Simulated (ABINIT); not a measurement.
# Co (P6_3/mmc) in ABINIT: single point with LDA

Aim: the single point of Co with LDA.

Everything below comes from runs of ABINIT 10.8.3 (patched build). Logs are shortened: lines on timing, memory, paths and dates and some standing lists are left out, and cuts for length are marked. The log counts tension as positive stress, the text compression.

**1. The undisturbed crystal**

Symmetry: P6_3/mmc, No. 194, hexagonal system. The conventional cell has a = 2.472 Å, b = 2.472 Å, c = 4.021 Å, α = 90.00°, β = 90.00°, γ = 120.00°. Co (site symmetry -6m2) is surrounded by 12 Co at 2.47 Å.

**2. Single point, LDA, collinear spin, ferromagnetic start (cell relaxed)**

Contents of run.abi:

```
pp_dirpath "./"
pseudos "Co.upf"

acell 3*1.0
rprim
     4.5838764596     0.0000000000     0.0000000000
    -2.2919382298     3.9697534715     0.0000000000
     0.0000000000     0.0000000000     7.4107731006
ntypat 1
znucl 27
natom 2
typat 1 1
xred
     0.6666666700     0.3333333300     0.7500000000
     0.3333333300     0.6666666700     0.2500000000
chkprim 0
chksymtnons 0
tolsym 1.0e-6

ecut 48.0

kptopt 1
ngkpt 9 9 5
nshiftk 1
shiftk 0.0 0.0 0.0

ixc 7

nband 22
occopt 3
tsmear 0.00183747

nsppol 2
spinat
     0.0000000000     0.0000000000     2.0000000000
     0.0000000000     0.0000000000     2.0000000000

nstep 100
tolvrs 1.0e-10

iomode 3
prtwf 0
prteig 0
prtebands 0
enunit 2
prtden 1
prtvha 1
prtvclmb 1
prtpot 1
```

Potentials or basis: PseudoDojo NC SR LDA v0.4.1 standard.

Command:

```bash
> mpirun --bind-to none -np 4 abinit run.abi > log 2>&1
```

run.abo:

```text
.Version 10.8.3 of ABINIT
 Symmetries : space group P6_3/m m c (#194); Bravais hP (primitive hexag.)
================================================================================
 Values of the parameters that define the memory need of the present run
     intxc =       0    ionmov =       0      iscf =       7    lmnmax =       6
     lnmax =       6     mgfft =      48  mpssoang =       3    mqgrid =    3001
     natom =       2  nloc_mem =       1    nspden =       2   nspinor =       1
    nsppol =       2      nsym =      24    n1xccc =    2501    ntypat =       1
    occopt =       3   xclevel =       1
       mpw =        2163          nfft =       43200          nkpt =          36
================================================================================
================================================================================

--------------------------------------------------------------------------------
------------- Echo of variables that govern the present computation ------------
--------------------------------------------------------------------------------
 -outvars: echo values of preprocessed input variables --------
            acell      1.0000000000E+00  1.0000000000E+00  1.0000000000E+00 Bohr
              amu      5.89332000E+01
          chkprim           0
      chksymtnons           0
             ecut      4.80000000E+01 Hartree
           enunit           2
              ixc           7
         kptrlatt        9    0    0      0    9    0      0    0    5
          kptrlen      3.70538655E+01
            natom           2
            nband          22
            ngfft          30      30      48
             nkpt          36
           nspden           2
           nsppol           2
            nstep         100
             nsym          24
           ntypat           1
           occopt           3
        prtebands           0
           prteig           0
           prtpot           1
         prtvclmb           1
           prtvha           1
            prtwf           0
            rprim      4.5838764596E+00  0.0000000000E+00  0.0000000000E+00
                      -2.2919382298E+00  3.9697534715E+00  0.0000000000E+00
                       0.0000000000E+00  0.0000000000E+00  7.4107731006E+00
          spgroup         194
           spinat      0.0000000000E+00  0.0000000000E+00  2.0000000000E+00
                       0.0000000000E+00  0.0000000000E+00  2.0000000000E+00
[... 141 lines left out ...]
    1     -0.00000000000000    -0.00000000000000     0.00000000000000
    2      0.00000000000000     0.00000000000000    -0.00000000000000
 frms,max,avg= 2.5775938E-25 3.8663907E-25   0.000E+00  0.000E+00  0.000E+00 e/A
 length scales=  1.000000000000  1.000000000000  1.000000000000 bohr
              =  0.529177210544  0.529177210544  0.529177210544 angstroms
 Fermi (or HOMO) energy (hartree) =   0.47827   Average Vxc (hartree)=  -0.55858
 Magnetization (Bohr magneton)=  2.99247044E+00
 Total spin up =  1.84962352E+01   Total spin down =  1.55037648E+01
 Eigenvalues (hartree) for nkpt=  36  k points, SPIN UP:
 kpt#   1, nband= 22, wtk=  0.00247, kpt=  0.0000  0.0000  0.0000 (reduced coord)
  -3.01415   -3.01099   -1.68838   -1.67394   -1.67394   -1.67159   -1.67155   -1.67155
   0.13105    0.27608    0.38264    0.38375    0.38375    0.39730    0.39730    0.41233
   0.41233    0.45958    0.45958    0.47308    0.74282    1.30755
      occupation numbers for kpt#   1
   1.00000    1.00000    1.00000    1.00000    1.00000    1.00000    1.00000    1.00000
   1.00000    1.00000    1.00000    1.00000    1.00000    1.00000    1.00000    1.00000
   1.00000    0.99996    0.99996    0.94404    0.00000    0.00000
 prteigrs : prtvol=0 or 1, do not print more k-points.

 Eigenvalues (hartree) for nkpt=  36  k points, SPIN DOWN:
 kpt#   1, nband= 22, wtk=  0.00247, kpt=  0.0000  0.0000  0.0000 (reduced coord)
  -2.95836   -2.95507   -1.63046   -1.61549   -1.61549   -1.61299   -1.61299   -1.61272
   0.13611    0.30834    0.43487    0.43580    0.43580    0.45103    0.45103    0.46837
   0.46837    0.47761    0.51919    0.51919    0.77663    1.30801
      occupation numbers for kpt#   1
   1.00000    1.00000    1.00000    1.00000    1.00000    1.00000    1.00000    1.00000
   1.00000    1.00000    1.00000    1.00000    1.00000    1.00000    1.00000    0.99545
   0.99545    0.58881    0.00000    0.00000    0.00000    0.00000
 prteigrs : prtvol=0 or 1, do not print more k-points.

 Fermi (or HOMO) energy (eV) =  13.01452   Average Vxc (eV)= -15.19986
 Eigenvalues (   eV  ) for nkpt=  36  k points, SPIN UP:
 kpt#   1, nband= 22, wtk=  0.00247, kpt=  0.0000  0.0000  0.0000 (reduced coord)
 -82.01926  -81.93329  -45.94314  -45.55023  -45.55023  -45.48621  -45.48515  -45.48515
   3.56614    7.51248   10.41204   10.44242   10.44242   10.81112   10.81112   11.22007
  11.22007   12.50575   12.50575   12.87323   20.21304   35.58015
 prteigrs : prtvol=0 or 1, do not print more k-points.

 Eigenvalues (   eV  ) for nkpt=  36  k points, SPIN DOWN:
 kpt#   1, nband= 22, wtk=  0.00247, kpt=  0.0000  0.0000  0.0000 (reduced coord)
 -80.50114  -80.41161  -44.36695  -43.95967  -43.95967  -43.89161  -43.89161  -43.88438
   3.70386    8.39036   11.83354   11.85862   11.85862   12.27318   12.27318   12.74510
  12.74510   12.99656   14.12797   14.12797   21.13306   35.59281
 prteigrs : prtvol=0 or 1, do not print more k-points.

--- !EnergyTerms
iteration_state     : {dtset: 1, }
comment             : Components of total free energy in Hartree
kinetic             :  1.35302912976863E+02
hartree             :  7.17364405657217E+01
xc                  : -5.56357245567817E+01
Ewald energy        : -2.05070044842699E+02
psp_core            :  9.54173493488784E+00
local_psp           : -2.23313467969568E+02
non_local_psp       : -3.82269148135673E+01
internal            : -3.05665063705145E+02
'-kT*entropy'       : -6.15071603989943E-04
total_energy        : -3.05665678776749E+02
total_energy_eV     : -8.31758684733407E+03
band_energy         : -2.47915361714710E+01
...

 Cartesian components of stress tensor (hartree/bohr^3)
  sigma(1 1)=  3.43967098E-06  sigma(3 2)=  0.00000000E+00
  sigma(2 2)=  3.43932601E-06  sigma(3 1)=  0.00000000E+00
  sigma(3 3)=  3.34701018E-06  sigma(2 1)=  0.00000000E+00

-Cartesian components of stress tensor (GPa)         [Pressure= -1.0029E-01 GPa]
- sigma(1 1)=  1.01198614E-01  sigma(3 2)=  0.00000000E+00
- sigma(2 2)=  1.01188465E-01  sigma(3 1)=  0.00000000E+00
- sigma(3 3)=  9.84724393E-02  sigma(2 1)=  0.00000000E+00

== END DATASET(S) ==============================================================
================================================================================

 -outvars: echo values of variables after computation  --------
            acell      1.0000000000E+00  1.0000000000E+00  1.0000000000E+00 Bohr
           etotal     -3.0566567878E+02
            fcart     -7.5189327549E-27 -4.3410578395E-27  7.0965237096E-31
                       7.5189327549E-27  4.3410578395E-27 -7.0965237096E-31
            rprim      4.5838764596E+00  0.0000000000E+00  0.0000000000E+00
                      -2.2919382298E+00  3.9697534715E+00  0.0000000000E+00
                       0.0000000000E+00  0.0000000000E+00  7.4107731006E+00
           strten      3.4396709843E-06  3.4393260055E-06  3.3470101815E-06
                       0.0000000000E+00  0.0000000000E+00  0.0000000000E+00
           xangst      1.2128414792E+00  7.0023435620E-01  2.9412091780E+00
                       4.2025566365E-16  1.4004687124E+00  9.8040305934E-01
             xred      6.6666666667E-01  3.3333333333E-01  7.5000000000E-01
                       3.3333333333E-01  6.6666666667E-01  2.5000000000E-01
 Calculation completed.
```

Wall time 80 s (4 MPI ranks of Intel Xeon at 2.50GHz (Skylake/Cascade Lake), shared host); peak memory 0.32 GiB.

What came out:

```
Free energy                                           : -8317.5868 eV
Pressure                                              : -0.1 GPa
Band gap on the k mesh                                : none (metal or under the smearing width)
Net moment                                            : 2.99 μB per cell
Site moments                                          : Co +1.54 μB
Valence electrons inside the program's atomic spheres : Co 15.32 (radii [1.0584] Å)
```

Levels at points of the mesh, in eV from the Fermi level:
Spin up:
| k point | band 16 | band 17 | band 18 | band 19 | band 20 | band 21 |
| --- | --- | --- | --- | --- | --- | --- |
| (0.00, 0.00, 0.00) | -1.79 | -1.79 | -0.51 | -0.51 | -0.14 | 7.20 |
Spin down:
```csv
k point,band 11,band 12,band 13,band 14,band 15,band 16,band 17,band 18,band 19,band 20
"(0.00, 0.00, 0.00)",-1.18,-1.16,-1.16,-0.74,-0.74,-0.27,-0.27,-0.02,1.11,1.11
```
